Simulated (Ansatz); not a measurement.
Zn vacancy in ZnS

Computed with DFT PBE, scalar-relativistic, plane waves, PAW in Ansatz 0.2.0. (420 eV cutoff, 2×2×2 k-mesh, Gaussian smearing of 0.01 eV, collinear spin)

Host crystal, relaxed:

```
Zn S
1.0
     0.00000    2.72115    2.72115
     2.72115    0.00000    2.72115
     2.72115    2.72115    0.00000
Zn S
1 1
Direct
  0.00000 0.00000 0.00000
  0.75000 0.75000 0.75000
```

Supercell of 16 atoms, rows in host cell vectors: 0 -2 2; 0 0 2; -2 0 2. Atoms relax at the host's cell from a start displaced at random by 0.06 Å near the defect, so other minima may exist. The cell is small, so energies carry finite-size errors of tenths of an eV. The host's Kohn–Sham gap is 2.02 eV. Atoms are taken from and returned to the elements' standard states. Charged cells are corrected for image charges with the computed static dielectric tensor (mean 9.4) and aligned with the host's potential at far atoms (alignment terms reach 1.30 eV; the program doubts the alignment in some charges, where it is up to 1.30 eV). No band-filling term is added, and the Fermi level counts from the host's valence band top.

Starting moments were lost in some runs.

Defect: Zn vacancy set at (0.000, 0.000, 0.000) of the host cell. Before relaxation its nearest neighbours are 4 S at 2.36 Å.

```tsv
charge	E_f at the valence band top (eV)	over the neutral state (eV)	moment (μB)	largest move (Å)	atoms near the site
0	3.81	0.00	1.25	0.06	2 S at 2.36 Å, 1 S at 2.37 Å, 1 S at 2.38 Å
-1	4.15	0.35	0.25	0.09	2 S at 2.30 Å, 1 S at 2.31 Å, 1 S at 2.33 Å
-2	5.08	1.28	0.00	0.13	2 S at 2.27 Å, 1 S at 2.28 Å, 1 S at 2.29 Å
```

Among the charges computed the stable one is 0 at the valence band top, changing to -1 at 0.35 eV, changing to -2 at 0.93 eV. In charge 0, -1 the cell has partly filled bands: a level of the defect may be part filled, the carrier may sit in the host's bands, or levels may cross between the k points, so transitions that involve it are doubtful. Without the alignment that the program doubts, the level (0/-1) would lie at -0.46 eV, outside the gap, so these runs don't decide whether the defect changes charge there. Fractional moments come from partly filled bands of the small cell.

Cost: 4 runs of about 23 core-minutes in all, on AMD EPYC (Zen 3) (shared hosts).